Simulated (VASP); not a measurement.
Input of a VASP 6.6.1 run:

Contents of INCAR:

```
SYSTEM = WC
  PREC = Accurate
  ENCUT = 600
  EDIFF = 1E-6
  ISMEAR = 0
  SIGMA = 0.05
  LREAL = .False.
  LASPH = .True.
  NELM = 80
  ALGO = Normal
  ISIF = 3
  LWAVE = .False.
  LCHARG = .False.
  GGA = PE
  IBRION = 2
  NSW = 40
  EDIFFG = -0.01
```

KPOINTS

```
Automatic mesh
0
Gamma
  10 7 7
  0 0 0
```

File POSCAR:

```
WC
1.0
    2.9127344600     -0.0241713200      0.0327249400
    1.4453819900     -2.6248618200     -2.8952879200
    1.4035160300      2.3939697300     -2.7117377200
W C
2 2
Direct
    0.0042953700      0.9964542100      0.0003899900
    0.4940752800      0.5027001000      0.5006272100
    0.7526965900      0.5832951800      0.9181716400
    0.2489327700      0.0842171800      0.4141445000
```

Potentials or basis: VASP PAW PBE potentials, release 64 (W_sv, C).

Command:

```sh
$ cat potpaw_PBE.64/W_sv/POTCAR potpaw_PBE.64/C/POTCAR > POTCAR
$ mpirun -np 1 vasp_std > vasp.out
```

(1) Predict the space group after relaxing (to 0.05 Å).

(2) Predict the relaxed volume.

(3) What does it give for the band gap on the k mesh?

(4) Estimate the relaxed cell.

Answers

(1) P-6m2 (No. 187).

(2) 10.55 Å³/atom.

(3) none (metal or under the smearing width).

(4) a = 2.922 Å, b = 4.083 Å, c = 4.084 Å, α = 76.75°, β = 69.04°, γ = 69.04°.
